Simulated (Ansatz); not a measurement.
TiB2, 3 atoms in the cell. The structure is hexagonal, space group P6/mmm (No. 191). The conventional cell has a = 3.029 Å, b = 3.029 Å, c = 3.228 Å, α = 90.00°, β = 90.00°, γ = 120.00°. Around Ti (site symmetry 6/mmm) lie 12 B at 2.38 Å. B (site symmetry -6m2) is surrounded by 3 B at 1.75 Å. 

- Program: Ansatz 0.2.0
- Task: phonons
- Functional: PBEsol
- Potentials or basis: Ansatz PAW
- Cutoff: 420 eV (not typed: the program's choice for these potentials)
- k mesh: 7 × 7 × 6
- Occupations: fermi-dirac, width 0.05 eV
- Spin: no spin polarisation

Potentials or basis: Ansatz PAW.

Command:

```bash
$ ansatz run input.yaml --threads 2 --pin off --max-ram 5632MiB --backend cpu --events-out ev --progress --plain --runs-dir out
```

Hardware: 2 threads of AMD EPYC 7R43 64-Core Processor (Zen 3), on a shared host.

How long does it take, and how much memory?

It took 3.8 s on 2 threads of AMD EPYC 7R43 64-Core Processor (Zen 3), on a shared host, peak memory 0.44 GiB. Counts: scf iterations 7, plane waves 503, k points 64, bands 13.
